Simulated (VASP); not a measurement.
Crystal: TaC.

```
CELL_PARAMETERS angstrom
0.00000 2.22300 2.22300
2.22300 0.00000 2.22300
2.22300 2.22300 0.00000
ATOMIC_POSITIONS crystal
Ta 0.00000 0.00000 0.00000
C 0.50000 0.50000 0.50000
```

Base run:

* Program: VASP 6.6.1
* Functional: PBE
* Potentials or basis: VASP PAW PBE potentials, release 64 (Ta_pv, C)
* Cutoff: 520 eV
* k mesh: 22 × 22 × 22
* Occupations: gaussian, width 0.1 eV
* Spin: no spin polarisation

Its results: band gap on the k mesh none (metal or under the smearing width); pressure 7.5 GPa.

**Question.** The run is repeated on the same cell with these changes: k mesh from 22 × 22 × 22 to 4 × 4 × 4. What comes out?

**Answer.** Band gap on the k mesh none (metal or under the smearing width); pressure 8.7 GPa.

Caveats: some runs use coarse meshes.
